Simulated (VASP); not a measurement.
MoSe2, 6 atoms in the cell. It takes space group P6_3/mmc (No. 194, hexagonal). The conventional cell has a = 3.288 Å, b = 3.288 Å, c = 12.900 Å, α = 90.00°, β = 90.00°, γ = 120.00°. Around Mo (site symmetry -6m2) lie 6 Se at 2.49 Å. Se (site symmetry 3m) has 3 Mo at 2.49 Å as nearest neighbours. 

| Property | Result |
| --- | --- |
| Program | VASP 6.6.1 |
| Task | relaxation of cell and atoms |
| Functional | rev-vdW-DF2 |
| Potentials or basis | VASP PAW PBE potentials, release 64 (Mo_sv, Se) |
| Cutoff | 600 eV |
| k mesh | 9 × 9 × 2 |
| Occupations | gaussian, width 0.03 eV |
| Spin | no spin polarisation |
| Further INCAR settings | ALGO = Normal; EDIFF = 1e-06; IBRION = 2; EDIFFG = -0.01; NSW = 90; ISIF = 3 |

Potentials or basis: VASP PAW PBE potentials, release 64 (Mo_sv, Se).

The run is started by

```console
$ cat potpaw_PBE.64/Mo_sv/POTCAR potpaw_PBE.64/Se/POTCAR > POTCAR
$ mpirun -np 1 vasp_std > vasp.out
```

Hardware: 1 thread of Intel(R) Xeon(R) Platinum 8375C CPU @ 2.90GHz (Ice Lake), with other jobs on the host.

Problem. Estimate the wall time of this run.

Solution. It took 61 min on 1 thread of Intel(R) Xeon(R) Platinum 8375C CPU @ 2.90GHz (Ice Lake) (shared host), peak memory 0.76 GiB. Counts: scf iterations 121, k points 24, ion steps 16.
